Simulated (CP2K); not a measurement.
Crystal: PbO2.

```xyz
3
Lattice="3.8212 0.0000 0.0000 1.9106 3.3093 0.0000 1.9106 1.1031 3.1200" Properties=species:S:1:pos:R:3 pbc="T T T"
Pb    0.0000    0.0000    0.0000
O     5.7318    3.3093    2.3400
O     1.9106    1.1031    0.7800
```

The cell comes from a database or a generator and needn't be the stable form of this composition.

* Program: CP2K 2026.2
* Task: single point
* Functional: PBEsol
* Potentials or basis: POTENTIAL_UZH Pb GTH-PBE-q4, O GTH-PBE-q6; TZVP-MOLOPT-PBE-GTH basis
* Density cutoff: 8163 eV
* k mesh: 9 × 9 × 9
* Occupations: fermi-dirac, width 0.05 eV
* Spin: no spin polarisation

On this cell: pressure 1.6 GPa; largest force zero by symmetry; band gap on the k mesh none (metal or under the smearing width).

The same run follows on a disturbed copy (atoms moved at random, drawn with an rms of 0.05 Å):

```
Pb O
1.0
     3.82119    0.00000    0.00000
     1.91060    3.30925    0.00000
     1.91060    1.10308    3.11999
Pb O
1 2
Direct
  0.99611 0.00198 0.00536
  0.74542 0.74686 0.74195
  0.23800 0.27224 0.24122
```

Problem. What does the disturbed cell give?

Solution. The energy (extrapolated to zero smearing) moves by +11.0 meV/atom; pressure 2.0 GPa; largest force 0.596 eV/Å; band gap on the k mesh none (metal or under the smearing width).

Forces on the atoms (eV/Å):
```
Pb  -0.196  0.142 -0.358
O    0.194  0.418  0.161
O   -0.005 -0.564  0.192
```

Stress tensor (GPa, compression positive):
```
 1.01 -0.12 -0.17
-0.12  2.88 -0.52
-0.17 -0.52  2.12
```

Caveats: the potentials were made for another functional, which shifts forces and pressure; the basis of atomic orbitals isn't converged, which shifts pressures, moduli and gaps.
